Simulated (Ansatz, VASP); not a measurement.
## Two plane-wave programs on MgO

```
Mg O
1.0
     0.00000    2.10713    2.10713
     2.10713    0.00000    2.10713
     2.10713    2.10713    0.00000
Mg O
1 1
Cartesian
  0.0000 0.0000 0.0000
  2.1071 2.1071 2.1071
```

Alike in both runs: functional PBEsol; k mesh 10 × 10 × 10; occupations gaussian, width 0.02 eV; no spin polarisation.

Ansatz relaxed the structure, and its values are those at the end. VASP's run is a single point on that final structure, the one shown.

|  | VASP | Ansatz |
| --- | --- | --- |
| version | VASP 6.6.1 | Ansatz 0.2.0 |
| potentials or method | VASP PAW PBE potentials, release 64 (Mg, O) | scalar-relativistic, plane waves, PAW |
| plane-wave cutoff (eV) | 520 | 420 |
| valence electrons in the cell | 8 | 16 |

```tsv
	VASP	Ansatz	Ansatz less VASP
gap on the k mesh at the Fermi level (eV)	4.62	4.62	0.000
least direct gap on the mesh (eV)	4.62	4.62	0.000
pressure (GPa)	-0.5	0.0	+0.50
```

With one functional, cell and mesh, what is left measures potentials, basis and numerics. The two sets of potentials don't hold the same shells in valence.

Caveats: the PAW data sets were made with another functional, which shifts forces and pressure a little (VASP).
